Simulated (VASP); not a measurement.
A run of VASP 6.6.1 is set up as follows.

Contents of INCAR:

```
SYSTEM = GeSe
PREC = Accurate
ENCUT = 600
EDIFF = 1E-8
ISMEAR = 0
SIGMA = 0.03
LREAL = .False.
LASPH = .True.
NELM = 80
ALGO = Normal
ISIF = 2
LWAVE = .False.
LCHARG = .False.
GGA = PE
IVDW = 12
LEPSILON = .True.
KPAR = 2
```

KPOINTS

```
Automatic mesh
0
Monkhorst
  4 10 8
  0 0 0
```

POSCAR

```
GeSe                                    
1.0
   10.9625444716      0.0000000000      0.0000000000
    0.0000000000      3.8812127839      0.0000000000
    0.0000000000      0.0000000000      4.4234125755
  Ge              Se            
     4     4
Direct
     0.1231627917764788    0.7500000000000000    0.8870570487254978
     0.6231627917764790    0.7500000000000000    0.6129429512745022
     0.3768372082235211    0.2500000000000000    0.3870570487254980
     0.8768372082235210    0.2500000000000000    0.1129429512745020
     0.8547713199401474    0.7500000000000000    0.5019270275625536
     0.3547713199401473    0.7500000000000000    0.9980729724374464
     0.6452286800598526    0.2500000000000000    0.0019270275625535
     0.1452286800598527    0.2500000000000000    0.4980729724374466
```

Potentials or basis: VASP PAW PBE potentials, release 64 (Ge_d, Se).

Run with:

```bash
$ cat potpaw_PBE.64/Ge_d/POTCAR potpaw_PBE.64/Se/POTCAR > POTCAR
$ mpirun -np 2 vasp_std > vasp.out
```

(1) Predict the electronic dielectric tensor (diagonal).

(2) Predict the Born charges (mean of the diagonal).

(3) Estimate the dispersion energy per atom.

Answers

(1) 14.89, 18.33, 16.46.

(2) Ge +2.91; Se -2.91 e.

(3) -0.358 eV.
